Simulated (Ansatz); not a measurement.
# (10−10) slab of wurtzite SiC, 19.5 Å thick as cut, bare faces

Wanted: surface relaxation, gap and band-edge positions (PBEsol and HSE06).

Method: density functional theory in Ansatz 0.2.0, PAW datasets, plane waves.

## Step 1: The starting cell

32 atoms (16 Si, 16 C); a = 5.048 Å, b = 3.076 Å, c = 32.535 Å, α = 90.00°, β = 90.00°, γ = 90.00°. All atoms were shaken off their sites by about 0.02 Å along each axis.

Steps to follow: (2) PBEsol relaxation at a 4×6×1 mesh, on 8 threads of Arm Neoverse-V2; (3) HSE06 single point at a 3×4×1 mesh, on 8 threads of Arm Neoverse-V2.

Structure file:

```cif
data_structure
_symmetry_space_group_name_H-M 'P 1'
_symmetry_Int_Tables_number 1
_cell_length_a 5.0476
_cell_length_b 3.0760
_cell_length_c 32.5353
_cell_angle_alpha 90.000
_cell_angle_beta 90.000
_cell_angle_gamma 90.000
_cell_volume 505.16
loop_
_atom_site_label
_atom_site_type_symbol
_atom_site_fract_x
_atom_site_fract_y
_atom_site_fract_z
_atom_site_occupancy
Si1 Si 0.00492 0.00151 0.22757 1
Si2 Si 0.00278 0.50462 0.30847 1
Si3 Si 0.00091 0.99824 0.39222 1
Si4 Si 0.99958 0.50144 0.47315 1
Si5 Si 0.00191 0.99243 0.55498 1
Si6 Si 0.99990 0.50348 0.63701 1
Si7 Si 0.99602 0.00547 0.71922 1
Si8 Si 0.99352 0.49603 0.79977 1
Si9 Si 0.50120 0.49864 0.20001 1
Si10 Si 0.49512 0.99311 0.28183 1
Si11 Si 0.49970 0.50628 0.36249 1
Si12 Si 0.49984 0.99825 0.44535 1
Si13 Si 0.49876 0.50238 0.52634 1
Si14 Si 0.49773 0.99249 0.61013 1
Si15 Si 0.50274 0.49611 0.69145 1
Si16 Si 0.50360 0.00036 0.77298 1
C1 C 0.37409 0.00246 0.22766 1
C2 C 0.37232 0.50236 0.30851 1
C3 C 0.37271 0.99548 0.39053 1
C4 C 0.37133 0.51465 0.47309 1
C5 C 0.37241 0.00328 0.55435 1
C6 C 0.37712 0.49739 0.63659 1
C7 C 0.37954 0.99053 0.71922 1
C8 C 0.37596 0.49820 0.80057 1
C9 C 0.87371 0.50223 0.20081 1
C10 C 0.87337 0.00141 0.28226 1
C11 C 0.88062 0.49992 0.36396 1
C12 C 0.87365 0.00286 0.44524 1
C13 C 0.88426 0.49947 0.52795 1
C14 C 0.87339 0.00178 0.60939 1
C15 C 0.88341 0.49639 0.68969 1
C16 C 0.87277 0.98928 0.77271 1
```

## Step 2: PBEsol relaxation in the fixed cell

Input file in.yaml:

```yaml
crystal:
  lattice:
    - [0.000000, 0.000000, 5.047570]
    - [3.076017, 0.000000, 0.000000]
    - [0.000000, 32.535333, 0.000000]
  atoms:
    - { symbol: Si, position: [0.004921, 0.001510, 0.227566] }
    - { symbol: Si, position: [0.002779, 0.504618, 0.308473] }
    - { symbol: Si, position: [0.000910, 0.998242, 0.392222] }
    - { symbol: Si, position: [0.999580, 0.501438, 0.473148] }
    - { symbol: Si, position: [0.001913, 0.992427, 0.554978] }
    - { symbol: Si, position: [0.999902, 0.503475, 0.637007] }
    - { symbol: Si, position: [0.996019, 0.005467, 0.719223] }
    - { symbol: Si, position: [0.993522, 0.496028, 0.799767] }
    - { symbol: Si, position: [0.501204, 0.498644, 0.200010] }
    - { symbol: Si, position: [0.495120, 0.993110, 0.281829] }
    - { symbol: Si, position: [0.499701, 0.506282, 0.362494] }
    - { symbol: Si, position: [0.499843, 0.998248, 0.445353] }
    - { symbol: Si, position: [0.498759, 0.502380, 0.526342] }
    - { symbol: Si, position: [0.497729, 0.992494, 0.610133] }
    - { symbol: Si, position: [0.502745, 0.496113, 0.691453] }
    - { symbol: Si, position: [0.503603, 0.000358, 0.772977] }
    - { symbol: C, position: [0.374091, 0.002462, 0.227661] }
    - { symbol: C, position: [0.372321, 0.502361, 0.308509] }
    - { symbol: C, position: [0.372712, 0.995476, 0.390532] }
    - { symbol: C, position: [0.371334, 0.514654, 0.473095] }
    - { symbol: C, position: [0.372410, 0.003280, 0.554349] }
    - { symbol: C, position: [0.377122, 0.497391, 0.636594] }
    - { symbol: C, position: [0.379540, 0.990530, 0.719219] }
    - { symbol: C, position: [0.375956, 0.498203, 0.800573] }
    - { symbol: C, position: [0.873712, 0.502229, 0.200810] }
    - { symbol: C, position: [0.873374, 0.001411, 0.282258] }
    - { symbol: C, position: [0.880624, 0.499917, 0.363959] }
    - { symbol: C, position: [0.873653, 0.002862, 0.445237] }
    - { symbol: C, position: [0.884262, 0.499471, 0.527949] }
    - { symbol: C, position: [0.873391, 0.001780, 0.609387] }
    - { symbol: C, position: [0.883411, 0.496388, 0.689692] }
    - { symbol: C, position: [0.872766, 0.989276, 0.772710] }
kpoints:
  mp_grid: { grid: [4, 6, 1] }
hamiltonian:
  xc: pbesol
scf:
  occupations: { method: fermi_dirac, width: 0.01 }
relax:
  f_tol: 0.03
  max_steps: 80
  escape_saddle: false
  adjacent_minimum: "off"
output:
  forces: true
  eigenvalues: true
  populations: true
  write_density: true
  write_potential: true
  elf: true
  volumetric_format: npy
```

On the command line:

```sh
> ansatz run in.yaml --threads 8 --pin off --max-ram 17100MiB --runs-dir r --events-out ev --progress --plain
```

The log of the run:

```text
Pseudopotentials: kind: paw
Functional definition: PBEsol
  exchange = pbesol_x
  correlation = pbesol_c
Crystal: 32 atoms, lattice volume = 505.157 Å³
Basis set: ecut = 420 eV, 9831 PW (Γ), exchange–correlation on 72×48×450 points (8 copies of the dense FFT grid, shifted against one another)
Bands: 96, of which v1, the nominal top of the filled ones, is band 64 counted from 1 (63 counted from 0)
Symmetry: 1 space group operations
Space group: P1 (ITA 1), of the structure as read, at distance tolerance 8.0e-5 Å
k-points: 14 of 24 (time reversal used)
Non-local potential: Si, projectors of the file, l = 0: 2, l = 1: 2, l = 2: 2
Non-local potential: C, projectors of the file, l = 0: 2, l = 1: 2, l = 2: 1
PAW form: soft (Blöchl's): semilocal exchange-correlation on the pseudo side does not see the compensation charge
PAW frozen core: Si, regenerated for the run's functional, and the local potential with it (the file was generated under x = pbe(κ = 0.804, μ = 0.2195149727645171), c = pbe(β = 0.06672455060314922))
PAW frozen core: C, regenerated for the run's functional, and the local potential with it (the file was generated under x = pbe(κ = 0.804, μ = 0.2195149727645171), c = pbe(β = 0.06672455060314922))
PAW one-centre angular grid: Si, 110 points (default); XC on 64 Gauss nodes
PAW one-centre angular grid: C, 110 points (default); XC on 64 Gauss nodes
Initial density: superposition of atomic densities (neutral atoms: chi_scale 0, normalization atom), corrected by the library's trained network
Initial wavefunctions: pseudopotential atomic-orbital guess
Functional: x = pbesol(κ = 0.804, μ = 0.12345679012345678), c = pbesol(β = 0.046)
SCF iter   1: F=—  HF=-13892.582721 eV  |F-HF|=—  |Δ(HF+E_count)|=         —  Δρ=7.89e-3  dr2=5.72e-1  ethr=1.77e-3  ⟨swp⟩=8.0  Hψ=7349  notcnv=0  defer=247
preconditioner: auto → Resta (q_TF=auto, 2.170 Å⁻¹)  ε∞=3.7  [insulator: Δε(μ)=0.394 eV  Ē_g=11.358 eV  σ=0.010 eV  W_gap=1.00  n_scr=74 (ndim 8)  ℏωp=18.7 eV  f_vac=0.296  D(μ)=0.00/eV (n_scr^D=0)  ε∞_Penn≈3.7  vacuum switching on, ρ_ref=9.4e-3 e/Å³]
SCF iter   2: F=—  HF=-13892.466137 eV  |F-HF|=—  |Δ(HF+E_count)|=   1.17e-1  Δρ=3.13e-3  dr2=6.90e-2  ethr=4.47e-4  ⟨swp⟩=3.0  Hψ=2425  notcnv=0  defer=360
SCF iter   3: F=—  HF=-13892.457320 eV  |F-HF|=—  |Δ(HF+E_count)|=   8.82e-3  Δρ=1.72e-3  dr2=1.94e-2  ethr=5.39e-5  ⟨swp⟩=2.9  Hψ=1832  notcnv=0  defer=360
SCF iter   4: F=—  HF=-13892.454927 eV  |F-HF|=—  |Δ(HF+E_count)|=   2.39e-3  Δρ=6.56e-4  dr2=2.11e-3  ethr=1.52e-5  ⟨swp⟩=2.2  Hψ=2290  notcnv=0  defer=360
SCF iter   5: F=—  HF=-13892.454940 eV  |F-HF|=—  |Δ(HF+E_count)|=   1.32e-5  Δρ=1.51e-4  dr2=2.84e-4  ethr=1.65e-6  ⟨swp⟩=2.1  Hψ=1913  notcnv=0  defer=360
SCF iter   6: F=-13892.454945 eV  HF=-13892.454941 eV  |F-HF|=4.25e-6  |Δ(HF+E_count)|=   5.48e-7  Δρ=5.76e-5  dr2=1.49e-5  ethr=1.76e-8  ⟨swp⟩=32.2  Hψ=19264  notcnv=0
SCF 1 converged in 6 iterations: F = -13892.454945 eV  dr2 = 1.49e-5
relax step   1: F+E_penalty+E_count = -13892.45494488 eV  Δ(F+E_penalty+E_count) = +0.000e0 eV  max|allowed force component| = 2.853e0 eV/Å  Δτ_max = 0.0000 Å  (6 SCF iters, dr2 threshold 2.25e-5 eV, accepted)
Initial density: handed on by an earlier stage of this run
Initial wavefunctions: those handed on with the density
iter 1 solved again at ethr=4.56e-4 eV; its pass at ethr=3.10e-3 eV (dr2=5.83e-1 eV) is discarded
SCF iter   1: F=—  HF=-13893.832409 eV  |F-HF|=—  |Δ(HF+E_count)|=         —  Δρ=8.92e-3  dr2=6.01e-1  ethr=4.56e-4  ⟨swp⟩=2.0  Hψ=5038  notcnv=0  defer=366
preconditioner: auto → Resta (q_TF=auto, 2.170 Å⁻¹)  ε∞=3.7  [insulator: Δε(μ)=0.957 eV  Ē_g=11.455 eV  σ=0.010 eV  W_gap=1.00  n_scr=74 (ndim 8)  ℏωp=18.7 eV  f_vac=0.303  D(μ)=0.00/eV (n_scr^D=0)  ε∞_Penn≈3.7  vacuum switching on, ρ_ref=9.5e-3 e/Å³]
SCF iter   2: F=—  HF=-13893.701376 eV  |F-HF|=—  |Δ(HF+E_count)|=   1.31e-1  Δρ=3.65e-3  dr2=8.24e-2  ethr=4.56e-4  ⟨swp⟩=2.8  Hψ=1829  notcnv=0  defer=366
SCF iter   3: F=—  HF=-13893.685922 eV  |F-HF|=—  |Δ(HF+E_count)|=   1.55e-2  Δρ=1.80e-3  dr2=1.59e-2  ethr=6.44e-5  ⟨swp⟩=2.1  Hψ=2325  notcnv=0  defer=367
SCF iter   4: F=—  HF=-13893.683062 eV  |F-HF|=—  |Δ(HF+E_count)|=   2.86e-3  Δρ=7.16e-4  dr2=2.97e-3  ethr=1.24e-5  ⟨swp⟩=2.3  Hψ=1987  notcnv=0  defer=367
SCF iter   5: F=—  HF=-13893.682583 eV  |F-HF|=—  |Δ(HF+E_count)|=   4.79e-4  Δρ=1.85e-4  dr2=2.22e-4  ethr=2.32e-6  ⟨swp⟩=2.2  Hψ=1856  notcnv=0  defer=367
SCF iter   6: F=-13893.682578 eV  HF=-13893.682578 eV  |F-HF|=6.53e-7  |Δ(HF+E_count)|=   4.39e-6  Δρ=4.50e-5  dr2=1.64e-5  ethr=7.81e-8  ⟨swp⟩=27.3  Hψ=17906  notcnv=0
SCF 2 converged in 6 iterations: F = -13893.682578 eV  dr2 = 1.64e-5
relax step   2: F+E_penalty+E_count = -13893.68257783 eV  Δ(F+E_penalty+E_count) = -1.228e0 eV  max|allowed force component| = 1.991e0 eV/Å  Δτ_max = 0.1603 Å  (6 SCF iters, dr2 threshold 1.00e-4 eV, accepted)
SCF iter   1: F=—  HF=-13894.161516 eV  |F-HF|=—  |Δ(HF+E_count)|=         —  Δρ=5.79e-3  dr2=2.17e-1  ethr=2.54e-3  ⟨swp⟩=4.0  Hψ=3365  notcnv=0  defer=352
preconditioner: auto → Resta (q_TF=auto, 2.170 Å⁻¹)  ε∞=3.6  [insulator: Δε(μ)=1.334 eV  Ē_g=11.506 eV  σ=0.010 eV  W_gap=1.00  n_scr=74 (ndim 8)  ℏωp=18.7 eV  f_vac=0.310  D(μ)=0.00/eV (n_scr^D=0)  ε∞_Penn≈3.6  vacuum switching on, ρ_ref=9.6e-3 e/Å³]
SCF iter   2: F=—  HF=-13894.106421 eV  |F-HF|=—  |Δ(HF+E_count)|=   5.51e-2  Δρ=2.50e-3  dr2=3.32e-2  ethr=1.70e-4  ⟨swp⟩=3.0  Hψ=2452  notcnv=0  defer=362
SCF iter   3: F=—  HF=-13894.099733 eV  |F-HF|=—  |Δ(HF+E_count)|=   6.69e-3  Δρ=1.15e-3  dr2=5.87e-3  ethr=2.59e-5  ⟨swp⟩=2.6  Hψ=1858  notcnv=0  defer=362
[... from here the SCF cycle lines were not kept, up to the last twenty ...]
relax step   3: F+E_penalty+E_count = -13894.09865246 eV  Δ(F+E_penalty+E_count) = -4.161e-1 eV  max|allowed force component| = 1.091e0 eV/Å  Δτ_max = 0.1427 Å  (5 SCF iters, dr2 threshold 1.00e-4 eV, accepted)
[... 6 lines left out ...]
relax step   4: F+E_penalty+E_count = -13894.23384532 eV  Δ(F+E_penalty+E_count) = -1.352e-1 eV  max|allowed force component| = 2.913e-1 eV/Å  Δτ_max = 0.0591 Å  (5 SCF iters, dr2 threshold 1.00e-4 eV, accepted)
[... 8 lines left out ...]
relax step   5: F+E_penalty+E_count = -13894.24324019 eV  Δ(F+E_penalty+E_count) = -9.395e-3 eV  max|allowed force component| = 2.021e-2 eV/Å  Δτ_max = 0.0173 Å  (5 SCF iters, dr2 threshold 6.04e-6 eV, accepted)
iter 1 solved again at ethr=1.42e-9 eV; its pass at ethr=3.10e-3 eV (dr2=1.82e-6 eV) is discarded
SCF iter   1: F=—  HF=-13894.243131 eV  |F-HF|=—  |Δ(HF+E_count)|=         —  Δρ=1.95e-5  dr2=1.82e-6  ethr=1.42e-9  ⟨swp⟩=1.0  Hψ=3220  notcnv=0
preconditioner: auto → Resta (q_TF=auto, 2.170 Å⁻¹)  ε∞=3.6  [insulator: Δε(μ)=1.546 eV  Ē_g=11.499 eV  σ=0.010 eV  W_gap=1.00  n_scr=74 (ndim 8)  ℏωp=18.7 eV  f_vac=0.309  D(μ)=0.00/eV (n_scr^D=0)  ε∞_Penn≈3.6  vacuum switching on, ρ_ref=9.6e-3 e/Å³]
SCF iter   2: F=—  HF=-13894.243241 eV  |F-HF|=—  |Δ(HF+E_count)|=   1.10e-4  Δρ=9.22e-6  dr2=3.24e-7  ethr=1.42e-9  ⟨swp⟩=2.2  Hψ=1758  notcnv=0
SCF iter   3: F=-13894.243241 eV  HF=-13894.243241 eV  |F-HF|=1.49e-8  |Δ(HF+E_count)|=   3.10e-8  Δρ=4.96e-6  dr2=9.17e-8  ethr=7.81e-11  ⟨swp⟩=11.4  Hψ=9770  notcnv=0
SCF 6 converged in 3 iterations: F = -13894.243241 eV  dr2 = 9.17e-8
relax step   6: F+E_penalty+E_count = -13894.24324084 eV  Δ(F+E_penalty+E_count) = -6.539e-7 eV  max|allowed force component| = 2.032e-2 eV/Å  Δτ_max = 0.0000 Å  (3 SCF iters, accepted)
SCF converged after 3 iterations
Free energy (F): -13894.243241 eV
Harris-Foulkes:  -13894.243241 eV  (|F-HF|=1.49e-8)
Internal energy: -13894.243241 eV  (E = F + TS)
E sigma→0 (E₀):  -13894.243241 eV
Fermi energy:    5.058478 eV
--- Per-component energies (eV) ---
  E_band       = -213.587012
  E_kinetic    = 2159.907040
  E_local      = -64841.948246  (includes V_loc(G=0)·N_el)
  E_nonlocal   = 834.771799
  E_hartree    = 31762.170747
  E_xc         = -1671.016596
  E_vxc        = -1742.225182  (∫ρ·V_xc dr)
  E_paw        = -9509.117279  (= ΣΔE_a)
  E_vpaw       = -148.414776  (= ΣTr[D̂ρ^β])
  E_aug_tail   = 0.000219  (compensation charges beyond the density's cutoff)
  E_ewald      = 27370.146497
  E_core_change = 0.842579  (= ΣΔE_core)
  E_smearing   = -0.000000  (= −TS)
  E_closure    = -0.000000  (closes the sum)
  Σ components = -13894.243241   (vs F -13894.243241, Δ=0.00e0)
--- Forces (eV/Å), atoms counted from 1 ---
  atom   1  Si    -0.00080910    -0.00102236    -0.00086133
  atom   2  Si    -0.00043719     0.00156384    -0.00816581
  atom   3  Si    -0.00184038    -0.00407078    -0.00653385
  atom   4  Si    -0.00085938    -0.00583617     0.00037313
  atom   5  Si    -0.00236730    -0.01410583     0.00185444
  atom   6  Si    -0.00027286    -0.01837324     0.01059152
  atom   7  Si    -0.00024788    -0.00284125     0.00481313
  atom   8  Si     0.00244205    -0.00527568    -0.00111381
  atom   9  Si    -0.00158053     0.00133946     0.00080336
  atom  10  Si    -0.00031307    -0.00432202     0.00733019
  atom  11  Si     0.00176496     0.00384289     0.01026045
  atom  12  Si    -0.00200888     0.00177199     0.00637142
  atom  13  Si    -0.00050746    -0.00132915     0.00136936
  atom  14  Si     0.00039491    -0.00663233    -0.00652310
  atom  15  Si    -0.00046915    -0.01197706    -0.00401769
  atom  16  Si     0.00077994    -0.00494091     0.00269689
  atom  17  C      0.00075863     0.00466212    -0.00848150
  atom  18  C     -0.00157856     0.00050979    -0.00975532
  atom  19  C      0.00092540    -0.00388004    -0.00547454
  atom  20  C     -0.00066019    -0.00449335    -0.00196517
  atom  21  C      0.00231872    -0.00322448     0.00256588
  atom  22  C     -0.00197320     0.00670347     0.01337655
  atom  23  C      0.00332681     0.00929835    -0.00512085
  atom  24  C     -0.00345623     0.00668391    -0.00011962
  atom  25  C      0.00030085    -0.00356723     0.00264618
  atom  26  C      0.00125463    -0.00073908     0.00090052
  atom  27  C      0.00081432     0.00706467     0.01169764
  atom  28  C      0.00196487     0.00883330    -0.00020524
  atom  29  C      0.00215563     0.01305240     0.00191031
  atom  30  C      0.00076813     0.02032786    -0.00566735
  atom  31  C     -0.00118242     0.01097960    -0.00905143
  atom  32  C      0.00059764     0.00029665    -0.00653626
  max |Σ_I F_I| component: 2.99e-4 eV/Å
--- Band table (eV; the first three rows and the last of 14) ---
  k-point 0: bands = [... 52 lower levels ..., "3.3083", "3.4947", "3.6345", "3.7386", "3.8454", "3.9648", "3.9855", "4.0702", "4.1850", "4.2198", "4.2631", "4.2865", "6.9408", "6.9933", "7.1111", "7.2687", "7.5809", "8.0730", "8.4119", "8.4451", "8.7933", "8.8495", "9.2279", "9.3219", ... 20 higher levels ...]
  k-point 1: bands = [... 52 lower levels ..., "2.6633", "2.7049", "3.0299", "3.0773", "3.1945", "3.3883", "3.6005", "3.7270", "3.8134", "3.9535", "4.2145", "4.2238", "7.2097", "7.2312", "7.4670", "7.6810", "8.1043", "8.7223", "9.1815", "9.3442", "9.4045", "9.4734", "9.7214", "9.7221", ... 20 higher levels ...]
  k-point 2: bands = [... 52 lower levels ..., "1.6760", "1.9775", "2.0097", "2.2717", "2.5879", "2.7297", "2.9020", "3.0282", "3.2417", "3.3096", "3.7343", "3.7436", "6.5321", "6.7680", "6.9441", "7.1853", "7.6443", "7.9545", "7.9635", "8.4333", "8.6789", "8.8786", "9.0205", "9.3158", ... 20 higher levels ...]
  k-point 13: bands = [... 52 lower levels ..., "2.1374", "2.1388", "2.2210", "2.2224", "2.2231", "2.2252", "2.2365", "2.2410", "2.2848", "2.2910", "4.0258", "4.0350", "5.8327", "5.8425", "7.6502", "7.6505", "7.7421", "7.7445", "8.1046", "8.1056", "8.2376", "8.2403", "8.6212", "8.6228", ... 20 higher levels ...]
--- Relaxed structure (6 steps of the walk, 6 accepted, 0 SCFs on fresh bases) ---
  F+E_penalty+E_count = -13894.24324084 eV   max|allowed force component| = 2.032e-2 eV/Å
  atoms:
    - { symbol: Si, position: [-0.0107059526831313, -0.00013392717918653312, 0.22522492694312687] }
    - { symbol: Si, position: [-0.001149170513422379, 0.49978666055073434, 0.3089688915467479] }
[... 30 atoms left out; the next input holds them all, rounded ...]
--- Löwdin populations: 32 sites ---
  site symbol       q [e]
     0     Si      2.8962
     1     Si      2.9494
     2     Si      2.9429
     3     Si      2.9428
     4     Si      2.9430
     5     Si      2.9430
     6     Si      2.9582
     7     Si      2.9546
     8     Si      2.9545
     9     Si      2.9581
    10     Si      2.9430
    11     Si      2.9430
    12     Si      2.9428
    13     Si      2.9428
    14     Si      2.9493
    15     Si      2.8961
    16      C      4.9660
    17      C      4.9680
    18      C      4.9761
    19      C      4.9779
    20      C      4.9789
    21      C      4.9802
    22      C      4.9901
    23      C      4.9482
    24      C      4.9481
    25      C      4.9901
    26      C      4.9802
    27      C      4.9788
    28      C      4.9779
    29      C      4.9761
    30      C      4.9679
    31      C      4.9660
  spilling = 0.010701 (of n_electrons = 128.000000)
```

Wall time 79 s (8 threads of Arm Neoverse-V2, shared host); peak memory 2.2 GiB.

The walk:

```
accepted step  energy change (eV)  largest force component (eV/Å)  SCF cycles
            1               0.000                           2.853           6
            2              -1.228                           1.991           6
            3              -1.644                           1.091           5
            4              -1.779                           0.291           5
            5              -1.788                           0.020           5
            6              -1.788                           0.020           3
```

Largest shifts, less the median shift:

```
atom  shift (Å)      dx      dy      dz
 Si9      0.275   0.005   0.256   0.099
 Si8      0.270   0.012  -0.232   0.137
 C24      0.112   0.006  -0.089  -0.069
 Si1      0.112  -0.003  -0.073  -0.085
Si16      0.107  -0.001   0.073  -0.078
 C25      0.083  -0.006   0.060  -0.057
 C32      0.078   0.033   0.047  -0.053
 C31      0.074   0.011   0.058  -0.044
```

Bond lengths by pair after relaxation (within a distance cut, which drops stretched bonds):

```
pair  count  mean (Å)  spread (Å)  least   most
C–Si     62     1.877       0.038  1.733  1.959
```

At a 4×6×1 mesh the filled levels end at 4.286 eV and the empty ones begin at 5.833 eV, a spacing of 1.55 eV.

The top filled level lies 5.68 eV and the lowest empty level 4.13 eV below the vacuum level.

Density in a lattice plane of the grid's cell (edges 5.05 and 32.54 Å, at 0.499 of the third edge), which holds Si and C.

Values in e/Å³, 12 rows by 6 columns:
```
0.00 0.00 0.00 0.00 0.00 0.00
0.09 0.13 0.17 0.09 0.02 0.03
0.13 0.10 0.10 0.09 0.05 0.08
0.69 0.22 0.57 0.61 0.30 0.77
0.09 0.05 0.07 0.09 0.05 0.07
0.67 0.26 0.65 0.67 0.25 0.64
0.09 0.05 0.07 0.09 0.05 0.07
0.61 0.30 0.78 0.70 0.22 0.56
0.09 0.05 0.08 0.13 0.10 0.10
0.08 0.02 0.03 0.09 0.12 0.16
0.00 0.00 0.00 0.00 0.00 0.00
0.00 0.00 0.00 0.00 0.00 0.00
```
Columns run along the first of these edges and rows up along the second, over one cell in 6 and 12 even steps from the bottom left corner. Atoms in the plane (fractional): Si at (1.00, 0.31), Si at (0.00, 0.47), Si at (0.00, 0.64), Si at (0.02, 0.79), Si at (0.52, 0.21), Si at (0.50, 0.36), Si at (0.50, 0.53), Si at (0.50, 0.69), C at (0.38, 0.31), C at (0.38, 0.47), C at (0.38, 0.64), C at (0.36, 0.80), C at (0.86, 0.20), C at (0.88, 0.36), C at (0.88, 0.53), C at (0.88, 0.69).

ELF in the same plane.

Values, 12 rows by 6 columns:
```
0.00 0.00 0.00 0.00 0.00 0.00
0.70 0.81 0.75 0.70 0.06 0.26
0.14 0.13 0.08 0.07 0.02 0.05
0.88 0.29 0.80 0.84 0.45 0.82
0.07 0.03 0.04 0.06 0.02 0.04
0.89 0.37 0.82 0.89 0.36 0.82
0.07 0.02 0.04 0.07 0.03 0.04
0.83 0.46 0.82 0.88 0.28 0.79
0.07 0.02 0.05 0.14 0.14 0.08
0.69 0.06 0.25 0.70 0.81 0.75
0.00 0.00 0.00 0.00 0.00 0.00
0.00 0.00 0.00 0.00 0.00 0.00
```
Columns run along the first of these edges and rows up along the second, over one cell in 6 and 12 even steps from the bottom left corner. Atoms in the plane (fractional): Si at (1.00, 0.31), Si at (0.00, 0.47), Si at (0.00, 0.64), Si at (0.02, 0.79), Si at (0.52, 0.21), Si at (0.50, 0.36), Si at (0.50, 0.53), Si at (0.50, 0.69), C at (0.38, 0.31), C at (0.38, 0.47), C at (0.38, 0.64), C at (0.36, 0.80), C at (0.86, 0.20), C at (0.88, 0.36), C at (0.88, 0.53), C at (0.88, 0.69).

Both are smooth fields of the valence electrons: close to the nuclei they are not physical.

Maxima of ELF outside the ion cores: 0.94 on the C–Si line, 0.9 Å from C; 0.93 on the Si–C line, 0.9 Å from Si; 0.90 outside the outer layer, 1.0 Å from C.

[end of part 1 of 2]
